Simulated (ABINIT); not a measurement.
# CuI (P4/nmm) in ABINIT: band structure with TB-mBJ

Aim: the band structure of CuI with TB-mBJ.

All numbers are computed with ABINIT 10.8.3 (patched build); they aren't measurements. Logs are shortened: lines on timing, memory, paths and dates and some standing lists are left out, and cuts for length are marked. The log counts tension as positive stress, the text compression.

## (1) The crystal as given

The structure is tetragonal, space group P4/nmm (No. 129). Conventional cell: a = 4.090 Å, b = 4.090 Å, c = 6.551 Å, α = 90.00°, β = 90.00°, γ = 90.00°. Around I (site symmetry 4mm) lie 4 Cu at 2.65 Å. Cu (site symmetry -4m2) has 4 I at 2.65 Å and 4 Cu at 2.89 Å as nearest neighbours.

Measurements of this composition are mostly on another form, of space group No. 216.

## (2) Band structure, TB-mBJ

run.abi reads:

```
# Datasets: ground state, then fixed potential
ndtset 2

# Pseudopotentials
pp_dirpath "./"
pseudos "I.LDA_PW-JTH.xml, Cu.LDA_PW-JTH.xml"

# Structure
acell 3*1.0
rprim
     7.7293505951     0.0000000000     0.0000000000
     0.0000000000     7.7293505951     0.0000000000
     0.0000000000     0.0000000000    12.3804614126
ntypat 2
znucl 53 29
natom 4
typat 1 1 2 2
xred
     0.0000000000     0.5000000000     0.7430343600
     0.5000000000     0.0000000000     0.2569656400
     0.0000000000     0.0000000000     0.0000000000
     0.5000000000     0.5000000000     0.0000000000

# Plane-wave basis
ecut 843.552974 eV
pawecutdg 53.0

# Exchange and correlation
ixc -208012
usekden 1
pawxcdev 0

# Bands and occupations
occopt 3
tsmear 0.05 eV

# SCF cycle
nstep 100
diemix 0.3
optforces 0
optstress 0

# Output
iomode 3
prtwf 0
prteig 0
prtebands 0
enunit 1
prtden1 1
prtkden1 1

# Dataset 1
kptopt1 1
ngkpt1 5 5 3
nshiftk1 1
shiftk1 0.0 0.0 0.0
nband1 32
tolvrs1 1.0e-7

# Dataset 2: bands along G-X-M-G-Z-R-A-Z
iscf2 -2
getden2 1
getkden2 1
nband2 38
nbdbuf2 4
tolwfr2 1.0e-11
kptopt2 -7
ndivsm2 6
prteig2 1
kptbounds2
     0.0000000000     0.0000000000     0.0000000000
     0.0000000000     0.5000000000     0.0000000000
     0.5000000000     0.5000000000     0.0000000000
     0.0000000000     0.0000000000     0.0000000000
     0.0000000000     0.0000000000     0.5000000000
     0.0000000000     0.5000000000     0.5000000000
     0.5000000000     0.5000000000     0.5000000000
     0.0000000000     0.0000000000     0.5000000000
```

Potentials or basis: JTH PAW LDA v2.0.

On the command line:

```console
$ mpirun --bind-to none -np 4 abinit run.abi > log 2>&1
```

run.abo:

```text
.Version 10.8.3 of ABINIT
 DATASET    1 : space group P4/n m m (#129); Bravais tP (primitive tetrag.)
================================================================================
 Values of the parameters that define the memory need for DATASET  1.
     intxc =       0    ionmov =       0      iscf =       7    lmnmax =      18
     lnmax =       6     mgfft =      64  mpssoang =       3    mqgrid =    4058
     natom =       4  nloc_mem =       2    nspden =       1   nspinor =       1
    nsppol =       1      nsym =      16    n1xccc =       1    ntypat =       2
    occopt =       3   xclevel =       2
       mpw =        6113          nfft =      102400          nkpt =          12
Pmy_natom=         1
 PAW method is used; the additional fine FFT grid is defined by:
   mgfftf=        90    nfftf =    262440
================================================================================
================================================================================

 DATASET    2 : space group P4/n m m (#129); Bravais tP (primitive tetrag.)
================================================================================
 Values of the parameters that define the memory need for DATASET  2.
     intxc =       0    ionmov =       0      iscf =      -2    lmnmax =      18
     lnmax =       6     mgfft =      64  mpssoang =       3    mqgrid =    4058
     natom =       4  nloc_mem =       2    nspden =       1   nspinor =       1
    nsppol =       1      nsym =      16    n1xccc =       1    ntypat =       2
    occopt =       3   xclevel =       2
       mpw =        6143          nfft =      102400          nkpt =          75
Pmy_natom=         1
 PAW method is used; the additional fine FFT grid is defined by:
   mgfftf=        90    nfftf =    262440
================================================================================
================================================================================

--------------------------------------------------------------------------------
------------- Echo of variables that govern the present computation ------------
--------------------------------------------------------------------------------
 -outvars: echo values of preprocessed input variables --------
            acell      1.0000000000E+00  1.0000000000E+00  1.0000000000E+00 Bohr
              amu      1.26904470E+02  6.35460000E+01
           diemix      3.00000000E-01
             ecut      3.10000000E+01 Hartree
           enunit           1
           getden1          0
           getden2          1
          getkden1          0
          getkden2          1
             iscf1          7
             iscf2         -2
                       outvar_i_n : Printing only first  50 k-points.
              ixc     -208012
           jdtset        1    2
                       outvar_i_n : Printing only first  50 k-points.
           kptopt1          1
           kptopt2         -7
         kptrlatt        5    0    0      0    5    0      0    0    3
          kptrlen1     3.71413842E+01
          kptrlen2     3.00000000E+01
            natom           4
            nband1         32
            nband2         38
           nbdbuf1          0
           nbdbuf2          4
           ndtset           2
           ndivsm1          0
           ndivsm2          6
            ngfft          40      40      64
          ngfftdg          54      54      90
             nkpt1         12
             nkpt2         75
            nstep         100
             nsym          16
           ntypat           2
           occopt           3
        optforces           0
        optstress           0
        pawecutdg      5.30000000E+01 Hartree
         pawxcdev           0
[... 1252 lines left out ...]
  9.61E-12  7.06E-12  7.01E-12  3.77E-12  1.98E-12  3.36E-12  5.33E-12  7.08E-12
  6.03E-12  6.32E-12  3.86E-12  9.26E-12  6.58E-12  3.63E-12  4.88E-12  4.37E-12
  6.95E-12  7.46E-12  7.34E-12  6.52E-12  8.55E-12  3.94E-12  6.85E-12  6.17E-12
  7.35E-12  4.55E-12  3.75E-12  4.40E-12  1.11E-08  1.90E-07
 -4.1921E+00 -4.1920E+00 -2.5922E+00 -2.5922E+00 -2.5918E+00 -2.5918E+00
 -2.5909E+00 -2.5908E+00 -5.3656E-01 -5.2689E-01 -2.0953E-01 -1.9206E-01
 -1.6478E-01 -1.6478E-01 -1.4649E-01 -1.4649E-01 -1.1345E-01 -8.6380E-02
 -8.3566E-02 -7.4877E-02 -7.0372E-02 -6.8217E-02 -6.8217E-02 -6.2359E-02
 -3.8441E-02 -3.8441E-02  1.0835E-01  1.1841E-01  1.2609E-01  1.5736E-01
  2.0753E-01  2.0753E-01  2.1824E-01  2.7238E-01  3.2354E-01  3.2354E-01
  3.9728E-01  3.9847E-01

Result for kinetic energy density :

--------------------------------------------------------------------------------
 Total kinetic energy density [Ha/Bohr^3]
)     Maximum=    1.1714E+00  at reduced coord.    0.5000    0.5000    0.0000
)     Minimum=    4.2461E-04  at reduced coord.    0.0000    0.5000    0.3222
   Integrated=    2.9307E+01
--------------------------------------------------------------------------------

--- !ResultsGS
iteration_state: {dtset: 2, }
comment   : Summary of ground state results
lattice_vectors:
- [  7.7293506,   0.0000000,   0.0000000, ]
- [  0.0000000,   7.7293506,   0.0000000, ]
- [  0.0000000,   0.0000000,  12.3804614, ]
lattice_lengths: [   7.72935,    7.72935,   12.38046, ]
lattice_angles: [ 90.000,  90.000,  90.000, ] # degrees, (23, 13, 12)
lattice_volume:   7.3964418E+02
convergence: {deltae:  0.000E+00, res2:  0.000E+00, residm:  9.993E-12, diffor:  0.000E+00, }
etotal    :  -3.71637690E+02
entropy   :   0.00000000E+00
fermie    :   1.59706650E-02
cartesian_stress_tensor: null
pressure_GPa: null
xred      :
- [  0.0000E+00,   5.0000E-01,   7.4303E-01,  I]
- [  5.0000E-01,   0.0000E+00,   2.5697E-01,  I]
- [  0.0000E+00,   0.0000E+00,   0.0000E+00, Cu]
- [  5.0000E-01,   5.0000E-01,   0.0000E+00, Cu]
cartesian_forces: null
force_length_stats: {min: null, max: null, mean: null, }
...

 Integrated electronic density in atomic spheres:
 ------------------------------------------------
 Atom  Sphere_radius  Integrated_density
    1        2.30022          4.09274359
    2        2.30022          4.09274359
    3        2.00090         17.36848247
    4        2.00090         17.36848247

================================================================================

 ----iterations are completed or convergence reached----

 Mean square residual over all n,k,spin=   57.559E-13; max=  99.934E-13
 reduced coordinates (array xred) for    4 atoms
       0.000000000000      0.500000000000      0.743034360000
       0.500000000000      0.000000000000      0.256965640000
       0.000000000000      0.000000000000      0.000000000000
       0.500000000000      0.500000000000      0.000000000000

 cartesian coordinates (angstrom) at end:
    1      0.00000000000000     2.04509809361581     4.86795842852460
    2      2.04509809361581     0.00000000000000     1.68349960704269
    3      0.00000000000000     0.00000000000000     0.00000000000000
    4      2.04509809361581     2.04509809361581     0.00000000000000
 length scales=  1.000000000000  1.000000000000  1.000000000000 bohr
              =  0.529177210544  0.529177210544  0.529177210544 angstroms
 Eigenvalues (   eV  ) for nkpt=  75  k points:
 kpt#   1, nband= 38, wtk=  1.00000, kpt=  0.0000  0.0000  0.0000 (reduced coord)
-114.07243 -114.07120  -70.53679  -70.53679  -70.52613  -70.52613  -70.50077  -70.49886
 -14.76197  -14.14154   -6.34664   -4.53771   -4.37039   -4.37039   -4.14735   -4.14735
  -3.08727   -2.44121   -2.28246   -2.03737   -1.90906   -1.90906   -1.69688   -1.47764
  -0.82953   -0.82953    1.62238    3.00090    3.13107    4.90862    4.92887    4.92887
   8.00809    9.32230    9.32436   10.16608   10.36051   10.90788
 kpt#   2, nband= 38, wtk=  1.00000, kpt=  0.0000  0.0500  0.0000 (reduced coord)
-114.07243 -114.07121  -70.53673  -70.53672  -70.52620  -70.52620  -70.50075  -70.49887
 -14.75311  -14.13904   -6.33124   -4.54013   -4.40107   -4.36715   -4.19285   -4.14625
  -3.08066   -2.44155   -2.28438   -2.04332   -1.95604   -1.91776   -1.69099   -1.45285
  -0.88309   -0.83291    1.69576    3.03716    3.19440    4.90084    4.95087    4.96686
   8.02143    9.15597    9.40130    9.94763   10.20365   10.99359
 kpt#   3, nband= 38, wtk=  1.00000, kpt=  0.0000  0.1000  0.0000 (reduced coord)
-114.07240 -114.07123  -70.53654  -70.53653  -70.52640  -70.52639  -70.50072  -70.49891
 -14.72695  -14.13203   -6.28561   -4.55686   -4.49026   -4.35763   -4.31305   -4.14323
  -3.06089   -2.44271   -2.29626   -2.06110   -2.04947   -1.94282   -1.67400   -1.41407
  -1.01620   -0.84321    1.88659    3.08805    3.40079    4.86910    5.01597    5.13054
[... 419 lines left out ...]
  -1.14691   -1.03563    3.02663    3.38128    3.70615    4.55317    5.15277    5.72768
   5.93432    7.89268    8.41724    8.60522   10.54965   10.68598
 kpt#  74, nband= 38, wtk=  1.00000, kpt=  0.0357  0.0357  0.5000 (reduced coord)
-114.07242 -114.07119  -70.53681  -70.53665  -70.52628  -70.52612  -70.50076  -70.49885
 -14.59288  -14.33254   -5.70213   -5.22951   -4.49403   -4.48821   -4.02170   -3.99135
  -3.08051   -2.35636   -2.27552   -2.04361   -1.96202   -1.87783   -1.81927   -1.68261
  -1.07259   -1.04305    2.96963    3.26459    3.50171    4.35122    5.49467    5.66551
   5.93508    7.56607    8.71552    8.75331   10.73663   10.75958
 kpt#  75, nband= 38, wtk=  1.00000, kpt=  0.0000  0.0000  0.5000 (reduced coord)
-114.07244 -114.07119  -70.53680  -70.53680  -70.52613  -70.52613  -70.50077  -70.49884
 -14.60056  -14.33734   -5.70156   -5.22635   -4.48381   -4.48381   -3.98627   -3.98627
  -3.08707   -2.35051   -2.27395   -2.03750   -1.91491   -1.85628   -1.85628   -1.69689
  -1.04602   -1.04602    2.94829    3.22212    3.43120    4.28196    5.64728    5.64728
   5.93865    7.41179    8.80385    8.80385   10.81052   10.84288

== END DATASET(S) ==============================================================
================================================================================

 -outvars: echo values of variables after computation  --------
            acell      1.0000000000E+00  1.0000000000E+00  1.0000000000E+00 Bohr
           etotal1    -3.7163768966E+02
            fcart1     9.9999999999E+99  9.9999999999E+99  9.9999999999E+99
                       9.9999999999E+99  9.9999999999E+99  9.9999999999E+99
                       9.9999999999E+99  9.9999999999E+99  9.9999999999E+99
                       9.9999999999E+99  9.9999999999E+99  9.9999999999E+99
            rprim      7.7293505951E+00  0.0000000000E+00  0.0000000000E+00
                       0.0000000000E+00  7.7293505951E+00  0.0000000000E+00
                       0.0000000000E+00  0.0000000000E+00  1.2380461413E+01
           strten1     9.9999999999E+99  9.9999999999E+99  9.9999999999E+99
                       9.9999999999E+99  9.9999999999E+99  9.9999999999E+99
           xangst      0.0000000000E+00  2.0450980936E+00  4.8679584285E+00
                       2.0450980936E+00  0.0000000000E+00  1.6834996070E+00
                       0.0000000000E+00  0.0000000000E+00  0.0000000000E+00
                       2.0450980936E+00  2.0450980936E+00  0.0000000000E+00
             xred      0.0000000000E+00  5.0000000000E-01  7.4303436000E-01
                       5.0000000000E-01  0.0000000000E+00  2.5696564000E-01
                       0.0000000000E+00  0.0000000000E+00  0.0000000000E+00
                       5.0000000000E-01  5.0000000000E-01  0.0000000000E+00
 Calculation completed.
```

Run time: 8.3 min. Hardware: 4 MPI ranks of Intel Xeon Platinum 8488C (Sapphire Rapids), shared host; peak memory 1 GiB.

Results:

```yaml
Band_gap_on_the_k_mesh: 2.45 eV, direct
Band_gap_along_the_path: 2.45 eV, direct
Valence_electrons_inside_the_program's_atomic_spheres: I 4.09; Cu 17.37
```

Levels at the corners of the path, in eV from the valence-band top:
| point | band 24 | band 25 | band 26 | band 27 | band 28 | band 29 |
| --- | --- | --- | --- | --- | --- | --- |
| Γ | -0.65 | 0.00 | 0.00 | 2.45 | 3.83 | 3.96 |
| X | -0.82 | -0.39 | -0.39 | 4.24 | 4.24 | 5.59 |
| M | -1.36 | -0.79 | -0.79 | 3.42 | 3.42 | 3.45 |
| Γ | -0.65 | 0.00 | 0.00 | 2.45 | 3.83 | 3.96 |
| Z | -0.87 | -0.22 | -0.22 | 3.78 | 4.05 | 4.26 |
| R | -0.55 | -0.37 | -0.37 | 3.06 | 3.06 | 5.76 |
| A | -1.36 | -0.73 | -0.73 | 4.49 | 4.49 | 4.70 |
| Z | -0.87 | -0.22 | -0.22 | 3.78 | 4.05 | 4.26 |

Caveat: the constant c of TB-mBJ comes from the pseudo density here, which moves gaps by up to 0.3 eV between sets of potentials; the PAW data sets were made with another functional, which shifts forces and pressure a little; spin-orbit coupling is left out, which moves the levels of the heavy elements.
